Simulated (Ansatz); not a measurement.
# Mo in Ansatz: convergence with k mesh

Input of the first run (k mesh 4 × 3 × 4); the others differ in this setting and in those tied to it:

The input input.yaml:

```yaml
crystal:
  lattice:
    - [0.15753066, 2.01904464, 1.9118309]
    - [2.12472561, -0.02639602, 2.09575758]
    - [2.02995326, 2.10819897, 0.06837633]
  atoms:
    - { symbol: Mo, position: [0.0, 0.0, 0.0] }
hamiltonian:
  xc: pbe
  pseudopotentials: { kind: nc, accuracy: standard }
kpoints:
  mp_grid: { grid: [4, 3, 4] }
scf:
  occupations: { method: fermi_dirac, width: 0.05 }
output:
  forces: true
  stress: true
  eigenvalues: true
```

Potentials or basis: PseudoDojo standard (PBE files).

Launch:

```bash
$ ansatz run input.yaml --threads 2 --pin off --max-ram 5632MiB --backend cpu --events-out ev --progress --plain --runs-dir out
```

This isn't the form of Mo at room conditions, which is bcc.

Hardware: 2 threads of Arm Neoverse V2 (shared host).

| k mesh | energy less the tightest run, at zero smearing (meV/atom) | pressure (GPa) | SCF cycles | CPU time (s) | peak memory (GiB) |
| --- | --- | --- | --- | --- | --- |
| 4 × 3 × 4 | 78.97 | 2.81 | 6 | 1 | 0.25 |
| 5 × 4 × 4 | 33.46 | -0.44 | 7 | 1.7 | 0.26 |
| 6 × 5 × 6 | -8.81 | -1.57 | 7 | 3.1 | 0.3 |
| 7 × 6 × 7 | -29.62 | -1.52 | 7 | 4.9 | 0.33 |
| 9 × 8 × 8 | 9.22 | -0.79 | 6 | 9.4 | 0.39 |
| 11 × 10 × 10 | -1.65 | -1.19 | 6 | 18 | 0.5 |
| 14 × 12 × 13 | -0.04 | -0.97 | 6 | 36 | 0.74 |
| 17 × 15 × 16 | -0.22 | -0.96 | 6 | 67 | 1.2 |
| 20 × 18 × 19 | 0.00 | -1.01 | 6 | 110 | 1.8 |

Against the tightest run, the energy stays within 1 meV/atom from 14 × 12 × 13 on; the pressure stays within 0.1 GPa from 14 × 12 × 13 on. Meshes of other sizes hit other points, so gaps and Fermi surfaces needn't settle smoothly. The tightest run that finished is the yardstick and may itself not be fully converged.
